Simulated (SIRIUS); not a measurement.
Crystal: Zr.

```
Zr
1.0
     3.23200    0.00000    0.00000
    -1.61600    2.79899    0.00000
     0.00000    0.00000    5.14700
Zr
2
Direct
  0.66667 0.33333 0.75000
  0.33333 0.66667 0.25000
```

* Program: SIRIUS 7.12.0
* Task: single point
* Functional: PBEsol
* Potentials or basis: PseudoDojo 0.4.1 PBEsol standard (scalar relativistic)
* Cutoff: 915 eV
* Density cutoff: 3659 eV
* k mesh: 9 × 9 × 5
* Occupations: fermi-dirac, width 0.05 eV
* Spin: no spin polarisation

On this cell: pressure -3.2 GPa; largest force under 0.003 eV/Å; band gap on the k mesh none (metal or under the smearing width).

The same run follows on a disturbed copy (atoms moved at random, drawn with an rms of 0.05 Å):

```
CELL_PARAMETERS angstrom
3.23200 0.00000 0.00000
-1.61600 2.79899 0.00000
0.00000 0.00000 5.14700
ATOMIC_POSITIONS crystal
Zr 0.66214 0.33864 0.74918
Zr 0.34713 0.68258 0.24458
```

Q: What does the disturbed cell give?

A: The energy (extrapolated to zero smearing) moves by +1.0 meV/atom; pressure -3.2 GPa; largest force 0.097 eV/Å; band gap on the k mesh none (metal or under the smearing width).

Forces in eV/Å, atoms in the order of the input:
```
Zr   0.034  0.024 -0.087
Zr  -0.034 -0.024  0.087
```

Stress tensor (GPa, compression positive):
```
-3.68 -0.27 -0.01
-0.27 -3.28  0.00
-0.01  0.00 -2.60
```
